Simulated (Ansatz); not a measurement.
Crystal: MnS.

```
Mn S
1.0
     0.00000    2.60450    2.60450
     2.60450    0.00000    2.60450
     2.60450    2.60450    0.00000
Mn S
1 1
Direct
  0.00000 0.00000 0.00000
  0.50000 0.50000 0.50000
```

Base run:

- Program: Ansatz 0.2.0
- Functional: PBE
- Potentials or basis: all-electron LAPW, scalar-relativistic
- Cutoff: 217 eV (chosen from the basis error)
- Basis error allowed: 0.001 eV/atom
- k mesh: 9 × 9 × 9
- Occupations: fermi-dirac, width 0.05 eV
- Spin: collinear spin, ferromagnetic start
- Starting moments: [4.0, 0.0] μB

Its results: pressure -2.9 GPa; net moment 4.71 μB per cell; site moments Mn +4.43; S +0.15 μB.

The run is repeated on the same cell with these changes: functional from PBE to PBEsol. What comes out?

Pressure -7.3 GPa; net moment 4.69 μB per cell; site moments Mn +4.41; S +0.14 μB.

PBEsol binds more tightly than PBE, so the same cell stands under less pressure.

Caveats: a cell with one magnetic atom can't hold antiferromagnetic order, which such compounds often take.
